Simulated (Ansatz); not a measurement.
S started on a Zn site in zincblende ZnS, 64 atoms, charge +2

All numbers come from Ansatz (PAW, plane waves, no spin–orbit coupling) at the single k point (¼, ¼, ¼) without its symmetry partners. The atoms were relaxed with PBEsol in a fixed cell; other functionals are single points on those atoms unless said otherwise. The valence top and gap of the host come from its small cell on a dense mesh, with the band extrema sought between the mesh points, lined up by the mean potential, PBEsol gap 2.09 eV, HSE06 gap 3.46 eV. The charge correction uses an assumed dielectric constant of 8.3.

Cell: a = 10.713 Å, b = 10.713 Å, c = 10.713 Å, α = 90.00°, β = 90.00°, γ = 90.00°.

Nearest atoms after relaxation, from the placed atom (for vacancies from the middle of the vacant sites): S at 2.08 Å, S at 2.45 Å, S at 2.46 Å, S at 2.46 Å.

Chemical potentials μ are those of reference phases of the elements at zero temperature by the same functional (the usual solids, diamond for C, grey Sn, and the molecules H2, N2, O2, F2, Cl2, Br2 and S8).

```
functional  E(defect) − E(host) − Σ nμ + q·E_VBM (eV)  monopole (eV)  alignment (eV)  formation energy at E_F = VBM (eV)  moment (μB)             wall time, shared host
    PBEsol                                       3.06           0.92           -0.28                                3.70  0 (no spin)  9.2 s on NVIDIA H100 (relaxation)
```

**Question.** Estimate the formation energy and moment that HSE06 gives on these atoms.

**Answer.** 3.90 eV at E_F = VBM (3.21 eV before the monopole term 0.92 eV and the alignment -0.23 eV), moment 0 (no spin).

**Question.** How does the monopole term follow by hand for this cubic cell?

**Answer.** q²·α·e²/(4πε₀)/(2εL) with the Madelung constant α = 2.837 and e²/4πε₀ = 14.40 eV·Å: 4 × 2.837 × 14.40 / (2 × 8.3 × 10.713) = 0.92 eV.

HSE06 one-electron levels near the gap (the ten most localised at most), from the host's valence top, not corrected for the charge's images:

```
level (eV)  spin  filling  atoms sharing it  element of the atom with most weight
     -0.08  both     2.00              15.7                                     S
     -0.08  both     2.00              41.4                                spread
     -0.08  both     2.00              46.5                                spread
      1.67  both     0.00               5.1                                     S
      1.69  both     0.00               5.1                                     S
      3.00  both     0.00               4.0                                     S
```

All elements are taken at their own reference at once; growth conditions in equilibrium with the host shift these energies, by up to the host's formation enthalpy.

One k point and a cell of this size can leave errors of several tenths of an eV in such numbers.
